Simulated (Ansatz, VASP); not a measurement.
One calculation of TiO, two programs

```
Ti O
1.0
     3.03100    0.00000    0.00000
    -1.51550    2.62492    0.00000
     0.00000    0.00000    3.23770
Ti O
1 1
Direct
  0.66667 0.33333 0.00000
  0.00000 0.00000 0.50000
```

Alike in both runs: task single point; functional r2SCAN; k mesh 12 × 12 × 12; occupations gaussian, width 0.01 eV; no spin polarisation.

|  | VASP | Ansatz |
| --- | --- | --- |
| version | VASP 6.6.1 | Ansatz 0.2.0 |
| potentials or method | VASP PAW PBE potentials, release 64 (Ti_sv, O) | scalar-relativistic, plane waves, PAW |
| plane-wave cutoff (eV) | 520 | 500 |
| valence electrons in the cell | 18 | 18 |

|  | VASP | Ansatz | Ansatz less VASP |
| --- | --- | --- | --- |
| gap on the k mesh at the Fermi level (eV) | 0.17 | 0.17 | +0.002 |
| least direct gap on the mesh (eV) | 0.17 | 0.17 | +0.002 |
